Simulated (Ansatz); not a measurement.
**The polar optical mode of AlAs at 12 GPa, worked through**

Theory: DFT LDA, scalar-relativistic, plane waves, PAW (Ansatz). Settings: 420 eV plane-wave cutoff, Γ-centred 10×10×10 mesh, fixed occupations. No spin polarisation. Phonons by linear response, acoustic sum rule imposed.

The cell, relaxed at 12 GPa:
```yaml
crystal:
  lattice:
    - [0.00000, 2.70175, 2.70175]
    - [2.70175, 0.00000, 2.70175]
    - [2.70175, 2.70175, 0.00000]
  atoms:
    - { symbol: Al, position: [0.00000, 0.00000, 0.00000] }
    - { symbol: As, position: [0.75000, 0.75000, 0.75000] }
```

Linear response gives ν_TO = 412.6 cm⁻¹, Born charges ±2.067 e (positive on Al) and ε∞ = 8.970. The primitive cell holds 39.443 Å³, and the masses are 26.982 and 74.922 amu.

Question: Find ν_LO and the static dielectric constant.

Answer: The long-wave field adds a restoring force: ω_LO² − ω_TO² = Z*²e²/(ε_vac ε∞ μV). In these units ν_LO² − ν_TO² = 4.92064×10⁷ Z*²/(μ V ε∞) cm⁻², with μ = m₁m₂/(m₁ + m₂) = 19.837 amu: 29970 cm⁻². So ν_LO = √(412.6² + 29970) = 447.4 cm⁻¹, and the run gives 447.4. Lyddane–Sachs–Teller then gives ε0 = ε∞ (ν_LO/ν_TO)² = 10.55, against 10.55 in the run (it forms both from the same three quantities, so the match checks the arithmetic only). Between ν_TO and ν_LO the dielectric function is negative and an undamped crystal reflects fully: a reststrahlen band from 22.3 to 24.2 μm.

Question: What do the Clausius–Mossotti polarisability and the Szigeti charge come to?

Answer: With the Lorentz local field, α = (3V/4π)(ε∞ − 1)/(ε∞ + 2) = 6.84 Å³ for the pair, and e_S = 3Z*/(ε∞ + 2) = 0.57 e. The Born charge includes the electrons' response to the dipole's own local field, and e_S takes that enhancement out. The Lorentz field assumes point-like polarisable ions, a poor picture once ε∞ is this large, since the electron clouds then overlap or are shared, so both numbers are formal here.

Question: How strongly does a slow electron couple to the LO mode?

Answer: For one isotropic parabolic band, Fröhlich's constant is α_F = (1/ε∞ − 1/ε0) √(m* Ry/ħω_LO), with Ry = 13.606 eV, ħω_LO = 55.5 meV and m* in free-electron masses: α_F = 0.0167 × 15.66 × √m* = 0.26 √m*. The band mass isn't part of this run; for m* = 0.1, 0.3 and 1 it gives 0.08, 0.14, 0.26. In weak coupling the polaron lies α_F ħω_LO below the band edge (8 meV at m* = 0.3) with a mass m*(1 + α_F/6); past α_F of about 5 or 6 that expansion fails. A semilocal functional's ε∞ tends to be too large, which taken alone lowers α_F.

Cost: 1 run of about 0.41 core-minutes, on AMD EPYC 9R45 (Zen 5) (shared hosts).

AlAs comes out here as a polar but largely covalent semiconductor. The LO mode lies only modestly above the TO mode, and the lattice raises the dielectric constant only from 8.970 to 10.55. Most of the restoring force is therefore short-ranged, from stretching and bending the sp³ bonds, while the easily polarised valence electrons screen the long-range field. The Born charge of 2.067 e doesn't contradict this: it measures the charge that flows along the bonds as the sublattices move, not a static charge on Al.

The same small ionic share of the screening keeps the Fröhlich coupling weak, helped by the stiff mode that the light Al atom allows. For electrons the single-band estimate is only a guide, since the conduction minimum of zincblende AlAs lies at or near X, with several anisotropic valleys. A real TO frequency at Γ also doesn't show that zincblende is the stable phase at 12 GPa, which is close to where AlAs is known to transform to the NiAs structure.
